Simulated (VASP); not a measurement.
# CdF (Fm-3m) in VASP: reference runs

Reference runs on CdF: the cell as given.

Everything below comes from runs of VASP 6.6.1. Logs are shortened: lines on timing, memory, paths and dates and some standing lists are left out, and cuts for length are marked.

## 1. Starting point

Symmetry: Fm-3m, No. 225, cubic system. Conventional cell: a = 5.062 Å, b = 5.062 Å, c = 5.062 Å, α = 90.00°, β = 90.00°, γ = 90.00°. Around Cd (site symmetry m-3m) lie 6 F at 2.53 Å. F (site symmetry m-3m) has 6 Cd at 2.53 Å as nearest neighbours.

The cell was built by a generator and needn't be a form met in nature.

## 2. Single point, PBE

INCAR reads:

```
SYSTEM = CdF
PREC = Accurate ; ENCUT = 520
EDIFF = 1E-7 ; ISMEAR = -1
SIGMA = 0.05 ; LREAL = .False.
LASPH = .True. ; NELM = 80
ALGO = Normal ; ISIF = 2
LWAVE = .False. ; LCHARG = .False.
GGA = PE ; NBANDS = 16
```

KPOINTS reads:

```
Automatic mesh
0
Gamma
  9 9 9
  0 0 0
```

POSCAR reads:

```
CdF
1.0
    0.0000000000      2.5312012400      2.5312012400
    2.5312012400      0.0000000000      2.5312012400
    2.5312012400      2.5312012400      0.0000000000
Cd F
1 1
Direct
    0.0000000000      0.0000000000      0.0000000000
    0.5000000000      0.5000000000      0.5000000000
```

Potentials or basis: VASP PAW PBE potentials, release 64 (Cd, F).

Started as:

```sh
$ cat potpaw_PBE.64/Cd/POTCAR potpaw_PBE.64/F/POTCAR > POTCAR
$ mpirun -np 1 vasp_std > vasp.out
```

OUTCAR:

```text
SYSTEM = CdF
   PREC = Accurate
   ENCUT = 520
   EDIFF = 1E-7
   ISMEAR = -1
   LREAL = .False.
   LASPH = .True.
   NELM = 80
   ISIF = 2
   GGA = PE

 ion  position               nearest neighbor table
   1  0.000  0.000  0.000-   2 2.53   2 2.53   2 2.53   2 2.53   2 2.53   2 2.53
   2  0.500  0.500  0.500-   1 2.53   1 2.53   1 2.53   1 2.53   1 2.53   1 2.53

  LATTYP: Found a face centered cubic cell.
 ALAT       =     5.0624024800

  Lattice vectors:

 A1 = (   0.0000000000,   2.5312012400,   2.5312012400)
 A2 = (   2.5312012400,   0.0000000000,   2.5312012400)
 A3 = (   2.5312012400,   2.5312012400,   0.0000000000)

Analysis of symmetry for initial positions (statically):
=====================================================================
 Subroutine PRICEL returns:
 Original cell was already a primitive cell.

 Routine SETGRP: Setting up the symmetry group for a
 face centered cubic supercell.

 Subroutine GETGRP returns: Found 48 space group operations
 (whereof 48 operations were pure point group operations)
 out of a pool of 48 trial point group operations.

The static configuration has the point symmetry O_h .

Analysis of symmetry for dynamics (positions and initial velocities):
=====================================================================
 Subroutine PRICEL returns:
 Original cell was already a primitive cell.

 Routine SETGRP: Setting up the symmetry group for a
 face centered cubic supercell.

 Subroutine GETGRP returns: Found 48 space group operations
 (whereof 48 operations were pure point group operations)
 out of a pool of 48 trial point group operations.

The dynamic configuration has the point symmetry O_h .

 Subroutine INISYM returns: Found 48 space group operations
 (whereof 48 operations are pure point group operations),
 and found     1 'primitive' translations

----------------------------------------------------------------------------------------

                                     Primitive cell

  volume of cell :      32.4347

  direct lattice vectors                    reciprocal lattice vectors
     0.000000000  2.531201240  2.531201240    -0.197534669  0.197534669  0.197534669
     2.531201240  0.000000000  2.531201240     0.197534669 -0.197534669  0.197534669
     2.531201240  2.531201240  0.000000000     0.197534669  0.197534669 -0.197534669

  length of vectors
     3.579659123  3.579659123  3.579659123     0.342140084  0.342140084  0.342140084

  position of ions in fractional coordinates (direct lattice)
     0.000000000  0.000000000  0.000000000
     0.500000000  0.500000000  0.500000000

  ion indices of the primitive-cell ions
   primitive index   ion index
                 1           1
                 2           2

----------------------------------------------------------------------------------------

 KPOINTS: Automatic mesh

Automatic generation of k-mesh.
 Grid dimensions read from file:
 generate k-points for:    9    9    9

 Generating k-lattice:

  Cartesian coordinates                     Fractional coordinates (reciprocal lattice)
    -0.021948297  0.021948297  0.021948297     0.111111111  0.000000000  0.000000000
     0.021948297 -0.021948297  0.021948297     0.000000000  0.111111111  0.000000000
     0.021948297  0.021948297 -0.021948297     0.000000000  0.000000000  0.111111111

  Length of vectors
     0.038015565  0.038015565  0.038015565

  Shift w.r.t. Gamma in fractional coordinates (k-lattice)
     0.000000000  0.000000000  0.000000000

 Subroutine IBZKPT returns following result:
 ===========================================

 Found     35 irreducible k-points:

 Following reciprocal coordinates:
            Coordinates               Weight
  0.000000  0.000000  0.000000      1.000000
  0.111111  0.000000  0.000000      8.000000
  0.222222  0.000000  0.000000      8.000000
  0.333333  0.000000  0.000000      8.000000
  0.444444  0.000000  0.000000      8.000000
  0.111111  0.111111  0.000000      6.000000
[... 16 lines left out ...]
 -0.333333  0.333333  0.000000     12.000000
  0.444444  0.444444  0.000000      6.000000
 [... further k-points ...]
   k-points           NKPTS =     35   k-points in BZ     NKDIM =     35   number of bands    NBANDS=     16
   number of dos      NEDOS =    301   number of ions     NIONS =      2
   total plane-waves  NPLWV =  21952
   dimension x,y,z NGX =    28 NGY =   28 NGZ =   28
   dimension x,y,z NGXF=    56 NGYF=   56 NGZF=   56
   ions per type =               1   1
   NGX,Y,Z   is equivalent  to a cutoff of  13.00, 13.00, 13.00 a.u.
   NGXF,Y,Z  is equivalent  to a cutoff of  26.01, 26.01, 26.01 a.u.
 SYSTEM =  CdF
   PREC   = accura    normal or accurate (medium, high low for compatibility)
   ISTART =      0    job   : 0-new  1-cont  2-samecut
   ICHARG =      2    charge: 1-file 2-atom 10-const
   ISPIN  =      1    spin polarized calculation?
   LNONCOLLINEAR =      F non collinear calculations
   LSORBIT =      F    spin-orbit coupling
   LASPH  =      T    aspherical Exc in radial PAW
   ENCUT  =  520.0 eV  38.22 Ry    6.18 a.u.   6.66  6.66  6.66*2*pi/ulx,y,z
   NELM   =     80;   NELMIN=  2; NELMDL= -5     # of ELM steps
   EDIFF  = 0.1E-06   stopping-criterion for ELM
   LREAL  =      F    real-space projection
   EDIFFG = 0.1E-05   stopping-criterion for IOM
   NSW    =      0    number of steps for IOM
   IBRION =     -1    ionic relax: 0-MD 1-quasi-New 2-CG
   NFREE  =      0    steps in history (QN), initial steepest desc. (CG)
   ISIF   =      2    stress and relaxation
   ISYM   =      2    0-nonsym 1-usesym 2-fastsym
   POTIM  = 0.5000    time-step for ionic-motion
   TEBEG  =    0.0;   TEEND  =   0.0 temperature during run
   PSTRESS=    0.0 pullay stress
   NELECT =      19.0000    total number of electrons
   NUPDOWN=      -1.0000    fix difference up-down
   EMIN   =  10.00;   EMAX   =-10.00  energy-range for DOS
   EFERMI =   0.00;   METHOD = LEGACY
   ISMEAR =    -1;   SIGMA  =   0.05  broadening in eV -4-tet -1-fermi 0-gaus
   EFERMI_NEDOS =   21; number of points for ismear=-14 and -15
   IALGO  =     38    algorithm
   IMIX   =      4    mixing-type and parameters
     AMIX     =   0.40;   BMIX     =  1.00
     AMIX_MAG =   1.60;   BMIX_MAG =  1.00
  volume/ion in A,a.u.               =      16.22       109.44
  Fermi-wavevector in a.u.,A,eV,Ry     =   1.369796  2.588540 25.529186  1.876342
  Thomas-Fermi vector in A             =   2.495640
   LORBIT       =      0    0 simple, 1 ext, 2 COOP (PROOUT), +10 PAW based schemes
   GGA     = PE    functional components
   LHFCALC =     F    Hartree Fock is set to
   AEXX    =    0.0000 exact exchange contribution
   IVDW    =     0    specifies the selected vdW correction
   LEPSILON=     F    determine dielectric tensor
   LRPA    =     F    only Hartree local field effects (RPA)
 non-spin polarized calculation
  energy-cutoff  :      520.00
  volume of cell :       32.43
 maximum number of plane-waves:       895
   NGX = 13   NGY = 13   NGZ = 13

 number of electron      18.9999990 magnetization

 Free energy of the ion-electron system (eV)
  ---------------------------------------------------
  ext. energy  EPLUGINS =         0.00000000
  ---------------------------------------------------
  free energy    TOTEN  =        -5.05193552 eV

  energy without entropy =       -5.05033222  energy(sigma->0) =       -5.05113387

 E-fermi :   2.9091     XC(G=0): -10.4500

 val. band max:        2.7951669427   @ k =   0.4444   0.4444   0.0000
 cond. band min:       2.9142885970   @ k =   0.4444   0.0000   0.0000
 fundamental gap:      0.1191216543
 Fermi energy:         2.9091344372

 k-point     1 :       0.0000    0.0000    0.0000
  band No.  band energies     occupation
      1     -21.7699      2.00000
      2      -6.2750      2.00000
      3      -6.2750      2.00000
      4      -6.2750      2.00000
      5      -6.0875      2.00000
      6      -6.0875      2.00000
[... 8 lines left out ...]
     15      15.7569      0.00000
     16      15.7569      0.00000

 k-point     2 :       0.1111    0.0000    0.0000
  band No.  band energies     occupation
      1     -21.7530      2.00000
      2      -6.3031      2.00000
      3      -6.2667      2.00000
      4      -6.2667      2.00000
      5      -6.1412      2.00000
      6      -6.1412      2.00000
[... 8 lines left out ...]
     15      16.5858      0.00000
     16      16.5858      0.00000

 k-point     3 :       0.2222    0.0000    0.0000
  band No.  band energies     occupation
      1     -21.7098      2.00000
      2      -6.4133      2.00000
      3      -6.3824      2.00000
      4      -6.3824      2.00000
      5      -6.1223      2.00000
      6      -6.1223      2.00000
[... 8 lines left out ...]
     15      17.4669      0.00000
     16      17.4669      0.00000

 k-point     4 :       0.3333    0.0000    0.0000
  band No.  band energies     occupation
      1     -21.6603      2.00000
      2      -6.6006      2.00000
      3      -6.5565      2.00000
      4      -6.5565      2.00000
      5      -6.0337      2.00000
      6      -6.0337      2.00000
[... 8 lines left out ...]
     15      18.2058      0.00000
     16      18.2058      0.00000

 k-point     5 :       0.4444    0.0000    0.0000
  band No.  band energies     occupation
      1     -21.6278      2.00000
      2      -6.7483      2.00000
      3      -6.6636      2.00000
      4      -6.6636      2.00000
      5      -5.9714      2.00000
      6      -5.9714      2.00000
[... 8 lines left out ...]
     15      18.6332      0.00000
     16      18.6725      0.00000

 k-point     6 :       0.1111    0.1111    0.0000
  band No.  band energies     occupation
      1     -21.7480      2.00000
      2      -6.3048      2.00000
      3      -6.2588      2.00000
      4      -6.2486      2.00000
      5      -6.2486      2.00000
      6      -6.0697      2.00000
[... 8 lines left out ...]
     15      17.6808      0.00000
     16      18.0560      0.00000

 k-point     7 :       0.2222    0.1111    0.0000
  band No.  band energies     occupation
      1     -21.7153      2.00000
      2      -6.4279      2.00000
      3      -6.3553      2.00000
      4      -6.2634      2.00000
      5      -6.1957      2.00000
      6      -6.0611      2.00000
[... 8 lines left out ...]
     15      17.7317      0.00000
     16      19.0937      0.00000

 k-point     8 :       0.3333    0.1111    0.0000
  band No.  band energies     occupation
      1     -21.6698      2.00000
      2      -6.5779      2.00000
      3      -6.4749      2.00000
      4      -6.4043      2.00000
      5      -6.1165      2.00000
      6      -6.0015      2.00000
[... 8 lines left out ...]
     15      17.8420      0.00000
     16      19.4052      0.00000

 k-point     9 :       0.4444    0.1111    0.0000
  band No.  band energies     occupation
      1     -21.6333      2.00000
      2      -6.6580      2.00000
      3      -6.6172      2.00000
      4      -6.5573      2.00000
      5      -6.0304      2.00000
      6      -5.9554      2.00000
[... 8 lines left out ...]
     15      17.7824      0.00000
     16      19.2824      0.00000
[... 172 lines left out ...]
 k-point    19 :      -0.2222    0.2222    0.0000
  band No.  band energies     occupation
      1     -21.6511      2.00000
      2      -6.5814      2.00000
      3      -6.5643      2.00000
      4      -6.3763      2.00000
      5      -6.0998      2.00000
      6      -5.9666      2.00000
[... 8 lines left out ...]
     15      17.3125      0.00000
     16      17.6122      0.00000

 k-point    20 :       0.3333    0.3333    0.0000
  band No.  band energies     occupation
      1     -21.6532      2.00000
      2      -6.4644      2.00000
      3      -6.4191      2.00000
      4      -6.0224      2.00000
      5      -6.0224      2.00000
      6      -5.9722      2.00000
[... 8 lines left out ...]
     15      18.8114      0.00000
     16      22.6661      0.00000

 k-point    21 :       0.4444    0.3333    0.0000
  band No.  band energies     occupation
      1     -21.6347      2.00000
      2      -6.4885      2.00000
      3      -6.2932      2.00000
      4      -6.0866      2.00000
      5      -5.9938      2.00000
      6      -5.9104      2.00000
[... 8 lines left out ...]
     15      18.7829      0.00000
     16      22.1870      0.00000

 k-point    22 :      -0.4444    0.3333    0.0000
  band No.  band energies     occupation
      1     -21.6205      2.00000
      2      -6.5111      2.00000
      3      -6.2523      2.00000
      4      -6.1982      2.00000
      5      -6.0485      2.00000
      6      -5.9183      2.00000
[... 8 lines left out ...]
     15      19.7962      0.00000
     16      20.8909      0.00000

 k-point    23 :      -0.3333    0.3333    0.0000
  band No.  band energies     occupation
      1     -21.6166      2.00000
      2      -6.5690      2.00000
      3      -6.4340      2.00000
      4      -6.2417      2.00000
      5      -6.0397      2.00000
      6      -5.9688      2.00000
[... 8 lines left out ...]
     15      19.4630      0.00000
     16      20.6194      0.00000

 k-point    24 :       0.4444    0.4444    0.0000
  band No.  band energies     occupation
      1     -21.6306      2.00000
      2      -6.5193      2.00000
      3      -6.1061      2.00000
      4      -5.9380      2.00000
      5      -5.8985      2.00000
      6      -5.8985      2.00000
[... 8 lines left out ...]
     15      18.0955      0.00000
     16      23.7633      0.00000

 [... further k-points ...]

------------------------ aborting loop because EDIFF is reached ----------------------------------------

  FORCE on cell =-STRESS in cart. coord.  units (eV):
  Direction    XX          YY          ZZ          XY          YZ          ZX
  --------------------------------------------------------------------------------------
  -------------------------------------------------------------------------------------
  Total        0.9244958      0.9244958      0.9244958     -0.0000000      0.0000000      0.0000000
  in kB       45.6673201     45.6673201     45.6673201     -0.0000000      0.0000000      0.0000000
  external PRESSURE =      45.6673201 kB  Pullay stress =       0.0000000 kB

 VOLUME and BASIS-vectors are now :
 -----------------------------------------------------------------------------
  energy-cutoff  :      520.00
  volume of cell :       32.43
      direct lattice vectors                 reciprocal lattice vectors
     0.000000000  2.531201240  2.531201240    -0.197534669  0.197534669  0.197534669
     2.531201240  0.000000000  2.531201240     0.197534669 -0.197534669  0.197534669
     2.531201240  2.531201240  0.000000000     0.197534669  0.197534669 -0.197534669

 POSITION                                       TOTAL-FORCE (eV/Angst)
 -----------------------------------------------------------------------------------
      0.00000      0.00000      0.00000        -0.000000      0.000000      0.000000
      2.53120      2.53120      2.53120         0.000000     -0.000000     -0.000000
 -----------------------------------------------------------------------------------
    total drift:                                0.000000      0.000000      0.000000

  FREE ENERGIE OF THE ION-ELECTRON SYSTEM (eV)
  ---------------------------------------------------
  free  energy   TOTEN  =        -5.0519355243 eV

  energy  without entropy=       -5.0503322186  energy(sigma->0) =       -5.05113387
```

It took 19 s on 1 thread of Intel Xeon Platinum 8488C (Sapphire Rapids), shared host; peak memory 0.16 GiB.

Results:

* Free energy: -5.0519 eV
* Pressure: 4.6 GPa
* Band gap on the k mesh: none (metal or under the smearing width)

Caveat: an odd number of electrons without spin polarisation forces a metal; a magnetic or distorted state may lie lower.
